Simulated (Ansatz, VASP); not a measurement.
**MgS: VASP beside Ansatz**

File INCAR:

```
SYSTEM = MgS
PREC     = Accurate       ! precision mode
ENCUT    = 520            ! plane-wave cutoff, eV
EDIFF    = 1E-8           ! SCF threshold, eV
ISMEAR   = -1             ! smearing method
SIGMA    = 0.01           ! smearing width, eV
LREAL    = .False.        ! projectors in reciprocal space
LASPH    = .True.         ! aspherical terms in the spheres
NELM     = 80             ! most SCF steps
ALGO     = Normal         ! electronic algorithm
ISIF     = 2              ! what is computed and relaxed
LWAVE    = .False.        ! write WAVECAR
LCHARG   = .False.        ! write CHGCAR
GGA      = CA             ! functional
LEFG     = .True.       
NBANDS   = 11             ! bands
```

KPOINTS

```
Automatic mesh
0
Gamma
  8 8 8
  0 0 0
```

File POSCAR:

```
MgS
1.0
    0.0000000000      2.5485401997      2.5485401997
    2.5485401997      0.0000000000      2.5485401997
    2.5485401997      2.5485401997      0.0000000000
Mg S
1 1
Direct
    0.0000000000      0.0000000000      0.0000000000
    0.5000000000      0.5000000000      0.5000000000
```

Input for Ansatz:

```yaml
crystal:
  lattice:
    - [0.0, 2.5485401997, 2.5485401997]
    - [2.5485401997, 0.0, 2.5485401997]
    - [2.5485401997, 2.5485401997, 0.0]
  atoms:
    - { symbol: Mg, position: [0.0, 0.0, 0.0] }
    - { symbol: S, position: [0.5, 0.5, 0.5] }
kpoints:
  mp_grid: { grid: [8, 8, 8] }
scf:
  occupations: { method: fermi_dirac, width: 0.01 }
hamiltonian:
  xc: lda
  pseudopotentials: { kind: all_electron, datasets: crystal }
output:
  forces: true
  stress: true
  eigenvalues: true
  efg: { contact_densities: true }
```

Change from the starting cell: volume scaled by 0.94, crystal datasets.

Alike in both runs: task electric field gradients; functional LDA; k mesh 8 × 8 × 8; occupations fermi-dirac, width 0.01 eV; no spin polarisation.

|  | VASP | Ansatz |
| --- | --- | --- |
| version | VASP 6.6.1 | Ansatz 0.2.0 |
| potentials or method | VASP PAW LDA potentials, release 64 (Mg, S) | all-electron PAW with datasets made for the crystal, scalar-relativistic |
| plane-wave cutoff (eV) | 520 | see its input |

Ansatz gave:

- gap on the k mesh at the Fermi level (eV): 2.69
- pressure (GPa): 1.7
- Vzz of the field gradient on the site that differs most (V/Å²): 0.0

Problem. Estimate VASP's values.

Solution. gap on the k mesh at the Fermi level (eV): 2.69; pressure (GPa): 1.0; Vzz of the field gradient on the site that differs most (V/Å²): 0.0.

Ansatz ran all-electron here, so the differences hold the error of VASP's frozen core and of both bases.

A k mesh can miss the band edges.
